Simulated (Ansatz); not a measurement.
# A S vacancy in rocksalt PbS, 63 atoms, charge 0

All numbers come from Ansatz (PAW, plane waves, no spin–orbit coupling) at the single k point (¼, ¼, ¼) without its symmetry partners. The atoms were relaxed with PBEsol in a fixed cell; other functionals are single points on those atoms unless said otherwise. The valence top and gap of the host come from its small cell on a dense mesh, with the band extrema sought between the mesh points, lined up by the mean potential, PBEsol gap 0.19 eV, HSE06 gap 0.71 eV.

Cell: a = 11.800 Å, b = 11.800 Å, c = 11.800 Å, α = 90.00°, β = 90.00°, γ = 90.00°.

Nearest atoms after relaxation, from the placed atom (for vacancies from the middle of the vacant sites): Pb at 2.88 Å, Pb at 2.88 Å, Pb at 2.88 Å, Pb at 2.89 Å, Pb at 2.89 Å, Pb at 2.89 Å.

Chemical potentials μ are those of reference phases of the elements at zero temperature by the same functional (the usual solids, diamond for C, grey Sn, and the molecules H2, N2, O2, F2, Cl2, Br2 and S8).

| functional | E(defect) − E(host) − Σ nμ + q·E_VBM (eV) | monopole (eV) | alignment (eV) | formation energy at E_F = VBM (eV) | moment (μB) | wall time, shared host |
| --- | --- | --- | --- | --- | --- | --- |
| PBEsol | 1.95 | 0.00 | 0.00 | 1.95 | 0 (no spin) | 17 s on NVIDIA H100 (relaxation) |

Q: Estimate the formation energy and moment that HSE06 gives on these atoms.

A: 1.93 eV at E_F = VBM, moment 0 (no spin).

HSE06 one-electron levels near the gap (the ten most localised at most), from the host's valence top:

```csv
level (eV),spin,filling,atoms sharing it,element of the atom with most weight
-0.16,both,2.00,11.2,Pb
```

All elements are taken at their own reference at once; growth conditions in equilibrium with the host shift these energies, by up to the host's formation enthalpy.

One k point and a cell of this size can leave errors of several tenths of an eV in such numbers.
